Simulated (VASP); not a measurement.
Crystal: PtS2.

```
CELL_PARAMETERS angstrom
3.54320 0.00000 0.00000
-1.77160 3.06850 0.00000
0.00000 0.00000 5.03880
ATOMIC_POSITIONS crystal
Pt 0.00000 0.00000 0.00000
S 0.66667 0.33333 0.77300
S 0.33333 0.66667 0.22700
```

| Quantity | Value |
| --- | --- |
| Program | VASP 6.6.1 |
| Task | relaxation of cell and atoms |
| Functional | optB86b-vdW |
| Potentials or basis | VASP PAW PBE potentials, release 64 (Pt, S) |
| Cutoff | 600 eV |
| k mesh | 9 × 9 × 5 |
| Occupations | fermi-dirac, width 0.05 eV |
| Spin | no spin polarisation |

At the start: pressure 9.8 GPa; volume 18.26 Å³/atom.

**Question.** How do energy, volume and symmetry change on relaxing?

**Answer.** Over 25 steps the energy falls by 49.6 meV/atom and the volume is 18.25 Å³/atom (-0.1 %); space group P-3m1 (No. 164, to 0.05 Å).

The path:
| step | energy change (eV) | largest force (eV/Å) | pressure (GPa) | volume (Å³) |
| --- | --- | --- | --- | --- |
| 1 | 0.0000 | 1.4155 | 9.77 | 54.78 |
| 2 | 0.2190 | 1.1609 | -12.98 | 64.09 |
| 3 | -0.1240 | 0.2633 | -1.01 | 57.99 |
| 4 | -0.1242 | 0.2992 | -0.67 | 57.87 |
| 5 | -0.1360 | 0.1818 | -0.47 | 57.51 |
| 6 | -0.1409 | 0.0447 | -0.19 | 57.09 |
| 7 | -0.1410 | 0.0396 | -0.18 | 57.07 |
| 8 | -0.1418 | 0.0553 | -0.02 | 56.87 |
| 9 | -0.1437 | 0.1056 | 0.53 | 56.26 |
| 10 | -0.1437 | 0.2056 | 1.71 | 55.04 |
| 11 | -0.1443 | 0.1610 | 1.21 | 55.58 |
| 12 | -0.1444 | 0.1597 | 1.18 | 55.56 |
| 13 | -0.1448 | 0.1543 | 1.15 | 55.51 |
| 14 | -0.1455 | 0.1438 | 1.05 | 55.41 |
| 15 | -0.1468 | 0.1234 | 0.90 | 55.20 |
| 16 | -0.1483 | 0.0841 | 0.60 | 54.78 |
| 17 | -0.1476 | 0.0093 | 0.09 | 53.93 |
| 18 | -0.1486 | 0.0562 | 0.42 | 54.45 |
| 19 | -0.1488 | 0.0430 | 0.27 | 54.56 |
| 20 | -0.1489 | 0.0136 | -0.05 | 54.78 |
| 21 | -0.1489 | 0.0149 | -0.03 | 54.77 |
| 22 | -0.1489 | 0.0129 | -0.02 | 54.76 |
| 23 | -0.1489 | 0.0086 | -0.01 | 54.75 |
| 24 | -0.1489 | 0.0005 | 0.05 | 54.74 |
| 25 | -0.1489 | 0.0048 | 0.03 | 54.74 |

Final structure:
```
CELL_PARAMETERS angstrom
3.58348 0.00000 0.00000
-1.79174 3.10339 0.00000
0.00000 0.00000 4.92265
ATOMIC_POSITIONS crystal
Pt 0.00000 0.00000 0.00000
S 0.66667 0.33333 0.75170
S 0.33333 0.66667 0.24830
```

Caveat: the PAW data sets were made with another functional, which shifts forces and pressure a little.
